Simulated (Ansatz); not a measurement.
Wires are cut from relaxed bulk Au (Fm-3m, 17.97 Å³/atom, gap on the mesh 0.00 eV); atoms and period are relaxed, and energies count from that bulk.

The calculation used Ansatz 0.2.0, DFT PBE, scalar-relativistic, plane waves, PAW.

Cutoff 420 eV, Gaussian smearing of 0.05 eV, energies at zero smearing, symmetry of each start kept, no spin polarisation.

| start | atoms | k mesh | excess energy (eV per host atom) | line energy (eV/Å) | period (Å) | gap on the mesh (eV) |
| --- | --- | --- | --- | --- | --- | --- |
| [001] wire, 14 host atoms a period | 14 | 1×1×13 | 0.534 | 1.852 | 4.038 | 0.15 |
| [001] wire, 22 host atoms a period* | 22 | 1×1×13 | 0.291 | 2.313 | 2.766 | 0 |

* ends far from its start.

Spin-orbit coupling is left out, which matters for the bands of heavy elements. The gap is read on a mesh, which can miss the band edges, so it can be too wide.

Gaps under about 0.2 eV rest on few k points and may close between them. Each run keeps its start's symmetry and one magnetic start, so lower states can exist.

Cost: 2 runs of about 2.1 core-hours in all, on Intel Xeon Platinum 8259CL (Skylake/Cascade Lake) (shared hosts).